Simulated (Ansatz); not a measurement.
This In3GaAs4 structure is the end of a relaxation. The cell was found from a structure generator's guess, not taken from experiment.

Method: Ansatz 0.2.0, DFT PBE, scalar-relativistic, plane waves, PAW. Cutoff 420 eV, Γ-centred mesh, Gaussian smearing, no spin polarisation.

```
In Ga As
1.0
     4.29036    0.00000    0.00000
     0.00000    4.29036    0.00000
     0.00000    0.00000   12.20222
In Ga As
3 1 4
Direct
  0.50000 0.50000 0.24133
  0.00000 0.00000 0.50000
  0.50000 0.50000 0.75867
  0.00000 0.00000 0.00000
  0.50000 0.00000 0.11131
  0.00000 0.50000 0.37062
  0.50000 0.00000 0.62938
  0.00000 0.50000 0.88869
```

Energies over the elements count from the elements' standard structures at the same level, with no fitted energy shifts.

**Question.** Find its symmetry and describe it.

**Answer.** P-4m2 (No. 115), with In and Ga ordered on zinc blende sites. Conventional cell: a = 4.290 Å, c = 12.202 Å. In on a site of symmetry 2mm is surrounded by 4 As at 2.66–2.67 Å; In on a site of symmetry -4m2 has 4 As at 2.66 Å; Ga is surrounded by 4 As at 2.54 Å; As on its first site is surrounded by 2 Ga at 2.54 Å and 2 In at 2.67 Å; 1 more site not described.

**Question.** How far does it lie from the elements in energy?

**Answer.** −0.26 eV/atom. A negative formation energy is needed for stability but isn't enough: competing phases decide.

**Question.** Is it a metal?

**Answer.** There is no gap on the 10×10×4 mesh, but valence and conduction bands meet within 0.015 eV, so at this level it has a zero gap rather than a metal's Fermi surface.

The last run used a 10×10×4 mesh (in the run's order of axes) for its 8-atom cell and Gaussian smearing of 0.10 eV. The zero gap may come from the functional, which often closes small gaps. The reference form of As is held partly by dispersion forces, which this level lacks. Symmetry constrained the relaxation, so the result can be a saddle point.
